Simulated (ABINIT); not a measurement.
## BaO (Fm-3m): G0W0 with ABINIT, start to end

Aim: the G0W0 gap of BaO (Fm-3m) on PBE with spin-orbit coupling, step by step.

Method: PBE and many-body steps on it, plane waves, in ABINIT 10.8.3.

The database entry behind the starting cell differs from later determinations by our own check (about 0.7 % short), so it need not match the best structure at ambient conditions.

## 1. The structure

Symmetry: Fm-3m, No. 225, cubic system. The conventional cell has a = 5.500 Å, b = 5.500 Å, c = 5.500 Å, α = 90.00°, β = 90.00°, γ = 90.00°. Nearest to Ba lie 6 O at 2.75 Å. Nearest to O lie 6 Ba at 2.75 Å. Farther neighbours and most contacts between anions are not listed.

The cell and positions come from the Crystallography Open Database and are kept as given unless a step says otherwise.

## 2. Ground state

This step: ABINIT 10.8.3; DFT, PBE with spin-orbit coupling, plane waves, norm-conserving pseudopotentials.

The ground-state density comes first.

run.abi reads:

```
acell 3*1.0 Angstrom
rprim 
  -0.000000000000 2.750000000000 2.750000000000
  2.750000000000 -0.000000000000 2.750000000000
  2.750000000000 2.750000000000 -0.000000000000
ntypat 2
znucl 56 8
natom 2
typat 1 2
xred 
  0.000000000000 0.000000000000 0.000000000000
  0.500000000000 0.500000000000 0.500000000000
pp_dirpath "pseudos"
pseudos "Ba.upf, O.upf"
ecut 36
nspinor 2
ngkpt 6 6 6
nshiftk 1
shiftk 0 0 0
kptopt 1
chksymbreak 0
nband 26
occopt 1
tolvrs 1e-10
nstep 60
prtwf 0
optforces 0
optstress 0
indata_prefix "in"
outdata_prefix "out"
tmpdata_prefix "tmp"
```

Launch:

```console
$ OMP_NUM_THREADS=1 mpirun -n 4 abinit run.abi > log
```

Numbers of over 12 decimals in the logs are rounded to 6 here.

Output:

```text
.Version 10.8.3 of ABINIT. v10.8.2 released Aug 2026.

 Symmetries : space group Fm -3 m (#225); Bravais cF (face-center cubic)
================================================================================
 Values of the parameters that define the memory need of the present run
     intxc =       0    ionmov =       0      iscf =       7    lmnmax =      18
     lnmax =      18     mgfft =      40  mpssoang =       5    mqgrid =    3001
     natom =       2  nloc_mem =       1    nspden =       1   nspinor =       2
    nsppol =       1      nsym =      48    n1xccc =    2501    ntypat =       2
    occopt =       1   xclevel =       2
-    mband =          26        mffmem =           1         mkmem =           4
       mpw =        2914          nfft =       64000          nkpt =          16
================================================================================
  Rough estimation (10% accuracy) of disk space for files :
================================================================================

--------------------------------------------------------------------------------
------------- Echo of variables that govern the present computation ------------
--------------------------------------------------------------------------------
 -outvars: echo values of preprocessed input variables --------
            acell      1.8897261259E+00  1.8897261259E+00  1.8897261259E+00 Bohr

      chksymbreak           0
             ecut      3.60000000E+01 Hartree
-          fftalg         312

              ixc     -101130
              kpt      0.00000000E+00  0.00000000E+00  0.00000000E+00
                       1.66666667E-01  0.00000000E+00  0.00000000E+00
                       3.33333333E-01  0.00000000E+00  0.00000000E+00
                       5.00000000E-01  0.00000000E+00  0.00000000E+00
                       1.66666667E-01  1.66666667E-01  0.00000000E+00
                       3.33333333E-01  1.66666667E-01  0.00000000E+00
                       5.00000000E-01  1.66666667E-01  0.00000000E+00
                      -3.33333333E-01  1.66666667E-01  0.00000000E+00
                      -1.66666667E-01  1.66666667E-01  0.00000000E+00
   [... 5 further rows ...]
                      -3.33333333E-01  3.33333333E-01  1.66666667E-01
                      -3.33333333E-01  5.00000000E-01  1.66666667E-01
         kptrlatt        6    0    0      0    6    0      0    0    6
          kptrlen      4.40958592E+01
P           mkmem           4
            natom           2
            nband          26
            ngfft          40      40      40
             nkpt          16
          nspinor           2
            nstep          60
             nsym          48
           ntypat           2
              occ      1.000000  1.000000  1.000000  1.000000  1.000000  1.000000
                       1.000000  1.000000  1.000000  1.000000  1.000000  1.000000
                       1.000000  1.000000  1.000000  1.000000  0.000000  0.000000
                       0.000000  0.000000  0.000000  0.000000  0.000000  0.000000
                       0.000000  0.000000
        optforces           0
        optstress           0
            prtwf           0
            rprim     -0.0000000000E+00  2.7500000000E+00  2.7500000000E+00
[...]
spgroup         225

           tolvrs      1.00000000E-10

             xred      0.0000000000E+00  0.0000000000E+00  0.0000000000E+00
[...]
znucl       56.00000    8.00000

================================================================================

 chkinp: Checking input parameters for consistency.

================================================================================
== DATASET  1 ==================================================================
-   mpi_nproc: 4, omp_nthreads: 1 (-1 if OMP is not activated)

--- !DatasetInfo
iteration_state: {dtset: 1, }
dimensions: {natom: 2, nkpt: 16, mband: 26, nsppol: 1, nspinor: 2, nspden: 1, mpw: 2914, }
cutoff_energies: {ecut:  36.0, pawecutdg:  -1.0, }
electrons: {nelect:   1.60000000E+01, charge:   0.00000000E+00, occopt:   1.00000000E+00, tsmear:   1.00000000E-02, }

 Real(R)+Recip(G) space primitive vectors, cartesian coordinates (Bohr,Bohr^-1):
 R(1)=  0.0000000  5.1967468  5.1967468  G(1)= -0.0962140  0.0962140  0.0962140
 R(2)=  5.1967468  0.0000000  5.1967468  G(2)=  0.0962140 -0.0962140  0.0962140
 R(3)=  5.1967468  5.1967468  0.0000000  G(3)=  0.0962140  0.0962140 -0.0962140
 Unit cell volume ucvol=  2.8068854E+02 bohr^3
 Angles (23,13,12)=  6.00000000E+01  6.00000000E+01  6.00000000E+01 degrees

 getcut: wavevector=  0.0000  0.0000  0.0000  ngfft=  40  40  40
         ecut(hartree)=     36.000   => boxcut(ratio)=   2.01510

--- Pseudopotential description ------------------------------------------------
- Ba Generated using ONCVPSP code by D. R. Hamann
- 56.00000  10.00000  180419                  znucl, zion, pspdat
12 -101130 2 -1 1958                          pspcod,pspxc,lmax,lloc,mmax
     nproj     2     4     4     0
     spin-orbit psp
        nprojso     4     4     0
  pspatm : epsatm=   26.75230557
         --- l  ekb(1:nproj) -->
[...]
1    4.978102    0.415169    0.012799    0.000491
             2    2.533363    0.416634    0.001442    0.000020
  spin-orbit 1   -0.421689    0.288442    0.063418   -0.006729
  spin-orbit 2    0.049983   -0.043624    0.011004   -0.000570
 pspatm: atomic psp has been read  and splines computed

- O Generated using ONCVPSP code by D. R. Hamann
-  8.00000   6.00000  180423                  znucl, zion, pspdat
12 -101130 2 -1 936                           pspcod,pspxc,lmax,lloc,mmax
     nproj     2     2     2     0
     spin-orbit psp
        nprojso     2     2     0
  pspatm : epsatm=    6.19737341
         --- l  ekb(1:nproj) -->
[...]
2   -1.331628   -0.000000
  spin-orbit 1    0.006511    0.001986
  spin-orbit 2   -0.000439    0.000281
 pspatm: atomic psp has been read  and splines computed

   5.27194864E+02                                ecore*ucvol(ha*bohr**3)
--------------------------------------------------------------------------------

_setup2: Arith. and geom. avg. npw (full set) are    2900.005    2899.988

================================================================================

--- !BeginCycle
iteration_state: {dtset: 1, }
solver: {iscf: 7, nstep: 60, nline: 4, wfoptalg: 0, }
tolerances: {tolvrs: 1.00E-10, }

     iter   Etot(hartree)      deltaE(h)  residm     vres2
 ETOT  1  -44.496315999876    -4.450E+01 4.747E-02 1.125E+03
 ETOT  2  -43.834715170091     6.616E-01 2.027E-02 3.550E+03
 ETOT  3  -44.708161733279    -8.734E-01 1.357E-02 1.473E+02
 ETOT  4  -44.742902464971    -3.474E-02 3.556E-03 3.432E+00
 ETOT  5  -44.741742528941     1.160E-03 7.263E-04 6.821E+00
 ETOT  6  -44.743267491801    -1.525E-03 4.364E-04 4.492E-01
 ETOT  7  -44.743317639153    -5.015E-05 1.456E-04 2.245E-01
 ETOT  8  -44.743365061124    -4.742E-05 1.088E-04 6.667E-03
 ETOT  9  -44.743366478336    -1.417E-06 9.553E-05 2.154E-05
 ETOT 10  -44.743366479938    -1.602E-09 3.064E-05 1.069E-06
 ETOT 11  -44.743366480178    -2.401E-10 8.309E-05 2.887E-08
 ETOT 12  -44.743366480187    -9.052E-12 2.785E-05 4.723E-12

 At SCF step   12       vres2   =  4.72E-12 < tolvrs=  1.00E-10 =>converged.

--- !ResultsGS
iteration_state: {dtset: 1, }
comment   : Summary of ground state results
lattice_vectors:
- [ -0.0000000,   5.1967468,   5.1967468, ]
- [  5.1967468,  -0.0000000,   5.1967468, ]
- [  5.1967468,   5.1967468,  -0.0000000, ]
lattice_lengths: [   7.34931,    7.34931,    7.34931, ]
lattice_angles: [ 60.000,  60.000,  60.000, ] # degrees, (23, 13, 12)
lattice_volume:   2.8068854E+02
convergence: {deltae: -9.052E-12, res2:  4.723E-12, residm:  2.785E-05, diffor:  0.000E+00, }
etotal    :  -4.47433665E+01
entropy   :   0.00000000E+00
fermie    :   2.14119996E-01
cartesian_stress_tensor: null
pressure_GPa: null
xred      :
- [  0.0000E+00,   0.0000E+00,   0.0000E+00, Ba]
- [  5.0000E-01,   5.0000E-01,   5.0000E-01,  O]
cartesian_forces: null
force_length_stats: {min: null, max: null, mean: null, }

 Integrated electronic density in atomic spheres:
 ------------------------------------------------
 Atom  Sphere_radius  Integrated_density
    1        2.00000          5.29957261
    2        2.00000          6.08005988
================================================================================

 ----iterations are completed or convergence reached----

 Mean square residual over all n,k,spin=   13.402E-08; max=  27.849E-06
 reduced coordinates (array xred) for    2 atoms
       0.000000000000      0.000000000000      0.000000000000
       0.500000000000      0.500000000000      0.500000000000
 rms dE/dt=  0.0000E+00; max dE/dt=  0.0000E+00; dE/dt below (all hartree)
    1       0.000000000000      0.000000000000      0.000000000000
    2       0.000000000000      0.000000000000      0.000000000000

 cartesian coordinates (angstrom) at end:
    1      0.000000     0.000000     0.000000
    2      2.750000     2.750000     2.750000
 length scales=  1.889726125908  1.889726125908  1.889726125908 bohr
              =  1.000000000000  1.000000000000  1.000000000000 angstroms
 prteigrs : about to open file out_EIG
 Fermi (or HOMO) energy (hartree) =   0.21412   Average Vxc (hartree)=  -0.36581
 Eigenvalues (hartree) for nkpt=  16  k points:
 kpt#   1, nband= 26, wtk=  0.00463, kpt=  0.0000  0.0000  0.0000 (reduced coord)
  -0.73817   -0.73817   -0.34023   -0.34023   -0.22233   -0.22233   -0.14407   -0.14407
  -0.14407   -0.14407    0.19336    0.19336    0.19754    0.19754    0.19754    0.19754
   0.34690    0.34690    0.38397    0.38397    0.38397    0.38397    0.38741    0.38741
   0.47072    0.47072
 prteigrs : prtvol=0 or 1, do not print more k-points.

--- !EnergyTerms
iteration_state     : {dtset: 1, }
comment             : Components of total free energy in Hartree
kinetic             :  1.75974718899167E+01
hartree             :  7.15025537324868E+00
xc                  : -1.09422798287006E+01
Ewald energy        : -3.62875665574323E+01
psp_core            :  1.87822013160562E+00
local_psp           : -2.50959995231963E+01
non_local_psp       :  9.56532034371368E-01
total_energy        : -4.47433664801868E+01
total_energy_eV     : -1.21752902723784E+03
band_energy         : -2.23129074014586E+00

== END DATASET(S) ==============================================================
================================================================================

 -outvars: echo values of variables after computation  --------
           etotal     -4.4743366480E+01
            nband          26
             nkpt          16
          spgroup         225
 [... the other variables as echoed above ...]

 Calculation completed.
```

The job ended after 29 s (4 MPI ranks of Arm Neoverse V2, shared host; peak memory 0.32 GiB).

This step gave:

* total energy: -1217.5290 eV
* gap: 1.888 eV
* k of the valence top: 0.5, 0.5, 0
* k of the conduction bottom: 0.5, 0.5, 0
* least direct gap: 1.888 eV

The gap is direct, at (0.500, 0.500, 0.000).

## 3. Bands along the symmetry lines

The cheap functional maps the bands first; the places of the edges decide which points the dearer methods must see.

run.abi reads:

```
acell 3*1.0 Angstrom
rprim 
  -0.000000000000 2.750000000000 2.750000000000
  2.750000000000 -0.000000000000 2.750000000000
  2.750000000000 2.750000000000 -0.000000000000
ntypat 2
znucl 56 8
natom 2
typat 1 2
xred 
  0.000000000000 0.000000000000 0.000000000000
  0.500000000000 0.500000000000 0.500000000000
pp_dirpath "pseudos"
pseudos "Ba.upf, O.upf"
ecut 36
nspinor 2
iscf -2
irdden 1
kptopt 0
nkpt 26
kpt 
  0.00000000 0.00000000 0.00000000
  0.12500000 0.00000000 0.12500000
  0.25000000 0.00000000 0.25000000
  0.37500000 0.00000000 0.37500000
  0.50000000 0.00000000 0.50000000
  0.53125000 0.06250000 0.53125000
  0.56250000 0.12500000 0.56250000
  0.59375000 0.18750000 0.59375000
  0.62500000 0.25000000 0.62500000
  0.37500000 0.37500000 0.75000000
  0.28125000 0.28125000 0.56250000
  0.18750000 0.18750000 0.37500000
  0.09375000 0.09375000 0.18750000
  0.00000000 0.00000000 0.00000000
  0.12500000 0.12500000 0.12500000
  0.25000000 0.25000000 0.25000000
  0.37500000 0.37500000 0.37500000
  0.50000000 0.50000000 0.50000000
  0.50000000 0.43750000 0.56250000
  0.50000000 0.37500000 0.62500000
  0.50000000 0.31250000 0.68750000
  0.50000000 0.25000000 0.75000000
  0.50000000 0.18750000 0.68750000
  0.50000000 0.12500000 0.62500000
  0.50000000 0.06250000 0.56250000
  0.50000000 0.00000000 0.50000000
istwfk *1
nband 32
nbdbuf 6
tolwfr 1e-08
nstep 40
prtwf 0
prtvol 0
indata_prefix "in"
outdata_prefix "out"
tmpdata_prefix "tmp"
```

Output:

```text
.Version 10.8.3 of ABINIT. v10.8.2 released Aug 2026.

 Symmetries : space group Fm -3 m (#225); Bravais cF (face-center cubic)
[... echo of the input left out ...]
== DATASET  1 ==================================================================
-   mpi_nproc: 4, omp_nthreads: 1 (-1 if OMP is not activated)

--- !DatasetInfo
iteration_state: {dtset: 1, }
dimensions: {natom: 2, nkpt: 26, mband: 32, nsppol: 1, nspinor: 2, nspden: 1, mpw: 2922, }
cutoff_energies: {ecut:  36.0, pawecutdg:  -1.0, }
electrons: {nelect:   1.60000000E+01, charge:   0.00000000E+00, occopt:   1.00000000E+00, tsmear:   1.00000000E-02, }

 Real(R)+Recip(G) space primitive vectors, cartesian coordinates (Bohr,Bohr^-1):
 R(1)=  0.0000000  5.1967468  5.1967468  G(1)= -0.0962140  0.0962140  0.0962140
 R(2)=  5.1967468  0.0000000  5.1967468  G(2)=  0.0962140 -0.0962140  0.0962140
 R(3)=  5.1967468  5.1967468  0.0000000  G(3)=  0.0962140  0.0962140 -0.0962140
 Unit cell volume ucvol=  2.8068854E+02 bohr^3
 Angles (23,13,12)=  6.00000000E+01  6.00000000E+01  6.00000000E+01 degrees

 getcut: wavevector=  0.0000  0.0000  0.0000  ngfft=  40  40  40
         ecut(hartree)=     36.000   => boxcut(ratio)=   2.01510

--- Pseudopotential description ------------------------------------------------
- Ba Generated using ONCVPSP code by D. R. Hamann
- 56.00000  10.00000  180419                  znucl, zion, pspdat
12 -101130 2 -1 1958                          pspcod,pspxc,lmax,lloc,mmax
     nproj     2     4     4     0
     spin-orbit psp
        nprojso     4     4     0
  pspatm : epsatm=   26.75230557
         --- l  ekb(1:nproj) -->
             0    0.672617    6.665807
             1    4.978102    0.415169    0.012799    0.000491
             2    2.533363    0.416634    0.001442    0.000020
  spin-orbit 1   -0.421689    0.288442    0.063418   -0.006729
  spin-orbit 2    0.049983   -0.043624    0.011004   -0.000570
 pspatm: atomic psp has been read  and splines computed

- O Generated using ONCVPSP code by D. R. Hamann
-  8.00000   6.00000  180423                  znucl, zion, pspdat
12 -101130 2 -1 936                           pspcod,pspxc,lmax,lloc,mmax
     nproj     2     2     2     0
     spin-orbit psp
        nprojso     2     2     0
  pspatm : epsatm=    6.19737341
         --- l  ekb(1:nproj) -->
             0    0.824010    6.056726
             1   -4.717007   -1.149225
[...]
spin-orbit 1    0.006511    0.001986
  spin-orbit 2   -0.000439    0.000281
 pspatm: atomic psp has been read  and splines computed

--------------------------------------------------------------------------------

================================================================================
 prteigrs : about to open file out_EIG
 Non-SCF case, kpt    1 (  0.00000  0.00000  0.00000), residuals and eigenvalues=
  2.35E-09  7.95E-09  1.33E-09  5.12E-09  1.12E-09  4.70E-09  2.64E-09  4.25E-09
[...]
Non-SCF case, kpt    2 (  0.12500  0.00000  0.12500), residuals and eigenvalues=
[...]
8.6308E-01  8.6413E-01
 Non-SCF case, kpt    3 (  0.25000  0.00000  0.25000), residuals and eigenvalues=
[...]
8.3222E-01  8.3375E-01
[...]
Non-SCF case, kpt   25 (  0.50000  0.06250  0.56250), residuals and eigenvalues=
[...]
7.3164E-01  7.3217E-01
 Non-SCF case, kpt   26 (  0.50000  0.00000  0.50000), residuals and eigenvalues=
[...]
4.3602E-01  4.3602E-01  5.4377E-01  5.4377E-01  5.5742E-01  5.5742E-01
  5.7379E-01  5.7379E-01  5.7836E-01  5.7836E-01  7.1459E-01  7.1510E-01
  7.3090E-01  7.3825E-01

--- !ResultsGS
iteration_state: {dtset: 1, }
comment   : Summary of ground state results
lattice_vectors:
- [ -0.0000000,   5.1967468,   5.1967468, ]
- [  5.1967468,  -0.0000000,   5.1967468, ]
- [  5.1967468,   5.1967468,  -0.0000000, ]
lattice_lengths: [   7.34931,    7.34931,    7.34931, ]
lattice_angles: [ 60.000,  60.000,  60.000, ] # degrees, (23, 13, 12)
lattice_volume:   2.8068854E+02
convergence: {deltae:  0.000E+00, res2:  0.000E+00, residm:  9.986E-09, diffor:  0.000E+00, }
etotal    :  -4.47433665E+01
entropy   :   0.00000000E+00
fermie    :   2.14119996E-01
cartesian_stress_tensor: null
pressure_GPa: null
xred      :
- [  0.0000E+00,   0.0000E+00,   0.0000E+00, Ba]
- [  5.0000E-01,   5.0000E-01,   5.0000E-01,  O]
cartesian_forces: null
force_length_stats: {min: null, max: null, mean: null, }

 Integrated electronic density in atomic spheres:
 ------------------------------------------------
 Atom  Sphere_radius  Integrated_density
[...]
================================================================================

 ----iterations are completed or convergence reached----

 Mean square residual over all n,k,spin=   43.193E-10; max=  99.862E-10
 reduced coordinates (array xred) for    2 atoms
       0.000000000000      0.000000000000      0.000000000000
       0.500000000000      0.500000000000      0.500000000000

 cartesian coordinates (angstrom) at end:
    1      0.000000     0.000000     0.000000
    2      2.750000     2.750000     2.750000
 length scales=  1.889726125908  1.889726125908  1.889726125908 bohr
              =  1.000000000000  1.000000000000  1.000000000000 angstroms
 prteigrs : about to open file out_EIG
 Eigenvalues (hartree) for nkpt=  26  k points:
 kpt#   1, nband= 32, wtk=  1.00000, kpt=  0.0000  0.0000  0.0000 (reduced coord)
[...]
kpt#   2, nband= 32, wtk=  1.00000, kpt=  0.1250  0.0000  0.1250 (reduced coord)
[...]
kpt#   3, nband= 32, wtk=  1.00000, kpt=  0.2500  0.0000  0.2500 (reduced coord)
[...]
kpt#  25, nband= 32, wtk=  1.00000, kpt=  0.5000  0.0625  0.5625 (reduced coord)
[...]
kpt#  26, nband= 32, wtk=  1.00000, kpt=  0.5000  0.0000  0.5000 (reduced coord)
[...]
0.28350    0.28350    0.43602    0.43602    0.54377    0.54377    0.55742    0.55742
   0.57379    0.57379    0.57836    0.57836    0.71459    0.71510    0.73090    0.73825

== END DATASET(S) ==============================================================
================================================================================

 -outvars: echo values of variables after computation  --------
            nband          32
             nkpt          26
          spgroup         225
 [... the other variables as echoed above ...]

 Calculation completed.
```

The job ended after 21 s (4 MPI ranks; peak memory 0.33 GiB).

This step gave:

```
gap                        : 1.888 eV
k of the valence top       : 0.5, 0, 0.5
k of the conduction bottom : 0.5, 0, 0.5
least direct gap           : 1.888 eV
```

The gap is 1.888 eV, as in the run before at this level.

Electronic bands along the path, in eV, zero at the top of the highest filled band; v1 is the highest filled band, c1 the lowest empty one:

```csv
point,v4,v3,v2,v1,c1,c2,c3,c4
Γ,-0.45,-0.45,-0.45,-0.45,3.61,3.61,4.62,4.62
halfway,-0.52,-0.52,-0.40,-0.40,2.90,2.90,5.30,5.30
X,-0.18,-0.18,0.00,0.00,1.89,1.89,6.04,6.04
halfway,-0.40,-0.40,-0.06,-0.06,2.29,2.29,6.37,6.37
U,-0.85,-0.85,-0.19,-0.19,3.35,3.35,6.54,6.54
jump to K,-0.85,-0.85,-0.19,-0.19,3.35,3.35,6.54,6.54
halfway,-1.41,-1.41,-0.54,-0.54,4.27,4.27,5.66,5.66
Γ,-0.45,-0.45,-0.45,-0.45,3.61,3.61,4.62,4.62
halfway,-1.13,-1.13,-1.09,-1.09,4.40,4.40,5.69,5.69
L,-1.62,-1.62,-1.61,-1.61,4.91,4.91,7.13,7.13
halfway,-1.06,-1.06,-0.93,-0.93,4.81,4.81,5.41,5.41
W,-0.38,-0.38,-0.17,-0.17,4.54,4.54,4.55,4.55
halfway,-0.35,-0.35,-0.08,-0.08,2.66,2.66,6.54,6.54
X,-0.18,-0.18,0.00,0.00,1.89,1.89,6.04,6.04
```

[end of part 1 of 2]

[Paths, hosts, dates, memory and timing lines, banners, echoed tables and standing remarks are left out of the program output.]

[Logs are printed without paths, hosts, clocks, repeated set-up lines and the standing remarks that a program may print on its own settings, such as how far it seeks lower states.]

[Runs of the session that timed out or met a known fault of the program may be left out.]

[Hosts, paths, dates, database ids (printed as entryN), source tags and the programs' standing remarks are cut or masked in the printed files.]

[G0W0 gaps are taken among the corrected bands and points alone; a level outside them can change the order at an edge.]

[Where Ansatz stands beside ABINIT at settings called matched, ABINIT's density can come from a denser mesh and the files from another edition; pairs whose starting gaps differed by over 0.03 eV were left out, so agreement reads better than it is.]
